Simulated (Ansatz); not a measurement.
Start from GeO$_{2}$ (space group P3_121, No. 152; a = 4.9887 Å, c = 5.6753 Å).

Method: r2SCAN (Ansatz, a first-principles code; PAW; 500 eV plane waves; no SOC).

Base values:

The pressure comes out as 0.0 kbar.

Modification: the cell is scaled by 0.9880 in all directions, atoms relaxed at fixed cell.

Task: What happens to the largest internal atomic displacement, pressure and energy relative to the base?

Result: The largest internal atomic displacement comes out as 0.047 Å; the pressure (mean of the normal stresses, compression positive) goes from zero to 16.6 kbar; the energy increases by 2.4 meV/atom.

The cells carry an imposed strain or load. No phonon test of stability was made.
